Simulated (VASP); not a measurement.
# Cs (I4/mmm) in VASP: further runs, part 2 of 2

VASP 6.6.1. The steps go on from the part before.

## (4) Single point, PBE

Input file INCAR:

```
PREC = Accurate
ENCUT = 450
EDIFF = 1E-6
ISMEAR = -5
SIGMA = 0.15
LREAL = False
LASPH = True
NELM = 100
ALGO = Normal
ISIF = 2
LWAVE = False
LCHARG = False
GGA = PE
NBANDS = 10
ADDGRID = False
```

Input file KPOINTS:

```
regular mesh
0
Gamma
  10 10 10
```

Input file POSCAR:

```
Cs
1.0
   -2.6528630000      2.7200140000      3.9488130000
    2.8833600000     -2.6988260000      4.0893020000
    2.7318000000      2.7777640000     -3.9345920000
Cs
1
Direct
    0.0073440000      0.0133040000      0.0001460000
```

Potentials or basis: VASP PAW PBE potentials, release 64 (Cs_sv).

The run is started by

```console
cat potpaw_PBE.64/Cs_sv/POTCAR > POTCAR
mpirun -np 1 vasp_std > vasp.out
```

OUTCAR:

```text
PREC = Accurate
   ENCUT = 450
   EDIFF = 1E-6
   ISMEAR = -5
   LREAL = False
   LASPH = True
   NELM = 100
   ISIF = 2
   GGA = PE

 Found    504 irreducible k-points:

 Following reciprocal coordinates:
            Coordinates               Weight
  0.000000  0.000000  0.000000      1.000000
  0.100000 -0.000000  0.000000      2.000000
  0.200000 -0.000000  0.000000      2.000000
  0.300000  0.000000 -0.000000      2.000000
  0.400000 -0.000000  0.000000      2.000000
  0.500000  0.000000  0.000000      1.000000
   k-points           NKPTS =    504   k-points in BZ     NKDIM =    504   number of bands    NBANDS=     10
   number of dos      NEDOS =    301   number of ions     NIONS =      1
   total plane-waves  NPLWV =  64000
   dimension x,y,z NGX =    40 NGY =   40 NGZ =   40
   dimension x,y,z NGXF=    80 NGYF=   80 NGZF=   80
   ions per type =               1
   NGX,Y,Z   is equivalent  to a cutoff of  12.13, 11.70, 12.01 a.u.
   NGXF,Y,Z  is equivalent  to a cutoff of  24.27, 23.39, 24.02 a.u.
 SYSTEM =  unknown system
   PREC   = accura    normal or accurate (medium, high low for compatibility)
   ISTART =      0    job   : 0-new  1-cont  2-samecut
   ICHARG =      2    charge: 1-file 2-atom 10-const
   ISPIN  =      1    spin polarized calculation?
   LNONCOLLINEAR =      F non collinear calculations
   LSORBIT =      F    spin-orbit coupling
   LASPH  =      T    aspherical Exc in radial PAW
   ENCUT  =  450.0 eV  33.07 Ry    5.75 a.u.   9.48  9.83  9.58*2*pi/ulx,y,z
   NELM   =    100;   NELMIN=  2; NELMDL= -5     # of ELM steps
   EDIFF  = 0.1E-05   stopping-criterion for ELM
   LREAL  =      F    real-space projection
   EDIFFG = 0.1E-04   stopping-criterion for IOM
   NSW    =      0    number of steps for IOM
   IBRION =     -1    ionic relax: 0-MD 1-quasi-New 2-CG
   NFREE  =      0    steps in history (QN), initial steepest desc. (CG)
   ISIF   =      2    stress and relaxation
   ISYM   =      2    0-nonsym 1-usesym 2-fastsym
   POTIM  = 0.5000    time-step for ionic-motion
   TEBEG  =    0.0;   TEEND  =   0.0 temperature during run
   PSTRESS=    0.0 pullay stress
   NELECT =       9.0000    total number of electrons
   NUPDOWN=      -1.0000    fix difference up-down
   EMIN   =  10.00;   EMAX   =-10.00  energy-range for DOS
   EFERMI =   0.00;   METHOD = LEGACY
   ISMEAR =    -5;   SIGMA  =   0.15  broadening in eV -4-tet -1-fermi 0-gaus
   EFERMI_NEDOS =   21; number of points for ismear=-14 and -15
   IALGO  =     38    algorithm
   IMIX   =      4    mixing-type and parameters
     AMIX     =   0.40;   BMIX     =  1.00
     AMIX_MAG =   1.60;   BMIX_MAG =  1.00
  volume/ion in A,a.u.               =     123.95       836.44
  Fermi-wavevector in a.u.,A,eV,Ry     =   0.682981  1.290648  6.346621  0.466464
  Thomas-Fermi vector in A             =   1.762213
   LORBIT       =      0    0 simple, 1 ext, 2 COOP (PROOUT), +10 PAW based schemes
   GGA     = PE    functional components
   LHFCALC =     F    Hartree Fock is set to
   AEXX    =    0.0000 exact exchange contribution
   IVDW    =     0    specifies the selected vdW correction
   LEPSILON=     F    determine dielectric tensor
   LRPA    =     F    only Hartree local field effects (RPA)
 non-spin polarized calculation
 Fermi weights with tetrahedron method with Bloechl corrections
  energy-cutoff  :      450.00
  volume of cell :      123.95
 maximum number of plane-waves:      2714
 NGX is ok and might be reduce to    40

 number of electron       9.0000000 magnetization

 Free energy of the ion-electron system (eV)
  ---------------------------------------------------
  ext. energy  EPLUGINS =         0.00000000
  ---------------------------------------------------
  free energy    TOTEN  =        -0.84726802 eV

  energy without entropy =       -0.84726802  energy(sigma->0) =       -0.84726802

 E-fermi :   0.2837     XC(G=0):  -5.2214

 val. band max:        0.2812257419   @ k =   0.5000   0.0000   0.0000
 cond. band min:       0.2676487222   @ k =   0.2000   0.5000   0.1000
 fundamental gap:     -0.0135770197
 Fermi energy:         0.2837395389

 k-point     1 :       0.0000    0.0000    0.0000
  band No.  band energies     occupation
      1     -23.6240      2.00000
      2     -10.3840      2.00000
      3     -10.3763      2.00000
      4     -10.3748      2.00000
      5      -1.3288      2.00000
      6       2.4853      0.00000
      7       2.7461      0.00000
      8       2.7989      0.00000
      9       3.6085      0.00000
     10       3.7919      0.00000

 k-point     2 :       0.1000   -0.0000    0.0000
  band No.  band energies     occupation
      1     -23.6236      2.00000
      2     -10.3885      2.00000
      3     -10.3832      2.00000
      4     -10.3770      2.00000
      5      -1.2306      2.00000
      6       2.4490      0.00000
      7       2.6612      0.00000
      8       2.8201      0.00000
      9       3.5346      0.00000
     10       3.6792      0.00000

 k-point     3 :       0.2000   -0.0000    0.0000
  band No.  band energies     occupation
      1     -23.6224      2.00000
      2     -10.4157      2.00000
      3     -10.3861      2.00000
      4     -10.3821      2.00000
      5      -0.9482      2.00000
      6       2.1092      0.00000
      7       2.6661      0.00000
      8       2.8805      0.00000
      9       3.4992      0.00000
     10       3.5488      0.00000

 k-point     4 :       0.3000    0.0000   -0.0000
  band No.  band energies     occupation
      1     -23.6210      2.00000
      2     -10.4498      2.00000
      3     -10.3891      2.00000
      4     -10.3880      2.00000
      5      -0.5211      2.00000
      6       1.6812      0.00000
      7       2.6152      0.00000
      8       2.7856      0.00000
      9       3.6727      0.00000
     10       3.7954      0.00000

 k-point     5 :       0.4000   -0.0000    0.0000
  band No.  band energies     occupation
      1     -23.6199      2.00000
      2     -10.4770      2.00000
      3     -10.3938      2.00000
      4     -10.3906      2.00000
      5      -0.0290      2.21820
      6       1.2618      0.00000
      7       2.5100      0.00000
      8       2.6643      0.00000
      9       3.9905      0.00000
     10       4.2721      0.00000

 k-point     6 :       0.5000    0.0000    0.0000
  band No.  band energies     occupation
      1     -23.6194      2.00000
      2     -10.4873      2.00000
      3     -10.3957      2.00000
      4     -10.3914      2.00000
      5       0.2812      1.52772
      6       0.9951      0.00000
      7       2.4640      0.00000
      8       2.6169      0.00000
      9       4.1352      0.00000
     10       4.5767      0.00000

 [... further k-points ...]

------------------------ aborting loop because EDIFF is reached ----------------------------------------

  FORCE on cell =-STRESS in cart. coord.  units (eV):
  Direction    XX          YY          ZZ          XY          YZ          ZX
  --------------------------------------------------------------------------------------
  -------------------------------------------------------------------------------------
  Total       -0.0973763     -0.0557911     -0.0808759     -0.0017165      0.0038981     -0.0422116
  in kB       -1.2587035     -0.7211657     -1.0454164     -0.0221884      0.0503877     -0.5456341
  external PRESSURE =      -1.0084285 kB  Pullay stress =       0.0000000 kB

 VOLUME and BASIS-vectors are now :
 -----------------------------------------------------------------------------
  energy-cutoff  :      450.00
  volume of cell :      123.95
      direct lattice vectors                 reciprocal lattice vectors
    -2.652863000  2.720014000  3.948813000    -0.005972949  0.181656419  0.124099719
     2.883360000 -2.698826000  4.089302000     0.174839185 -0.002819191  0.119401107
     2.731800000  2.777764000 -3.934592000     0.175719406  0.179382947 -0.005511685

 POSITION                                       TOTAL-FORCE (eV/Angst)
 -----------------------------------------------------------------------------------
      0.01928     -0.01552      0.08283        -0.000000      0.000000      0.000000
 -----------------------------------------------------------------------------------
    total drift:                               -0.000001      0.000003     -0.000002

  FREE ENERGIE OF THE ION-ELECTRON SYSTEM (eV)
  ---------------------------------------------------
  free  energy   TOTEN  =        -0.8472680171 eV

  energy  without entropy=       -0.8472680171  energy(sigma->0) =       -0.84726802
```

Wall time 3.1 min (1 thread of Intel Xeon Platinum 8488C (Sapphire Rapids), shared host); peak memory 0.59 GiB.

These settings aren't checked as converged: the numbers below hold their error.

Results:

```yaml
Free_energy: -0.8473 eV
Pressure: -0.1 GPa
Band_gap_on_the_k_mesh: none (metal or under the smearing width)
```

Caveat: tetrahedron occupations give inexact forces and stress in metals.

## (5) Single point, PBE

This run uses another cell than the first one, of the same volume but with other edges.

Changes to INCAR since step 4:

```diff
@@ -3,3 +3,3 @@
 EDIFF = 1E-6
-ISMEAR = -5
+ISMEAR = 0
 SIGMA = 0.15
```

KPOINTS is that of step 4.

Input file POSCAR:

```
Cs
1.0
   -2.7500754600      2.7500754600      4.0972389800
    2.7500754600     -2.7500754600      4.0972389800
    2.7500754600      2.7500754600     -4.0972389800
Cs
1
Direct
    0.0000000000      0.0000000000      0.0000000000
```

The run is started by

```console
cat potpaw_PBE.64/Cs_sv/POTCAR > POTCAR
mpirun -np 1 vasp_std > vasp.out
```

Wall time 42 s (1 thread of Intel Xeon Platinum 8488C (Sapphire Rapids), shared host); peak memory 0.28 GiB.

These settings aren't checked as converged: the numbers below hold their error.

Results:

```
Free energy            : -0.8556 eV
Pressure               : -0.1 GPa
Band gap on the k mesh : none (metal or under the smearing width)
```

## (6) Single point, PBE

INCAR is that of step 5.

KPOINTS is that of step 5.

Input file POSCAR:

```
Cs
1.0
   -2.6528630000      2.7200140000      3.9488130000
    2.8833600000     -2.6988260000      4.0893020000
    2.7318000000      2.7777640000     -3.9345920000
Cs
1
Direct
    0.0073440000      0.0133040000      0.0001460000
```

Potentials or basis: VASP PAW PBE potentials, release 64 (Cs_sv).

The run is started by

```console
cat potpaw_PBE.64/Cs_sv/POTCAR > POTCAR
mpirun -np 1 vasp_std > vasp.out
```

Wall time 3.3 min (1 thread of Intel Xeon Platinum 8488C (Sapphire Rapids), shared host); peak memory 0.59 GiB.

These settings aren't checked as converged: the numbers below hold their error.

Results:

| Property | Result |
| --- | --- |
| Free energy | -0.8542 eV |
| Pressure | -0.1 GPa |
| Band gap on the k mesh | none (metal or under the smearing width) |

## (7) The reference run

An earlier run on the cell as given: functional PBE; potentials or basis VASP PAW PBE potentials, release 64 (Cs_sv); cutoff 520 eV; k mesh 7 × 7 × 7; occupations fermi-dirac, width 0.05 eV; no spin polarisation.

* Pressure: -0.1 GPa
* Band gap on the k mesh: none (metal or under the smearing width)
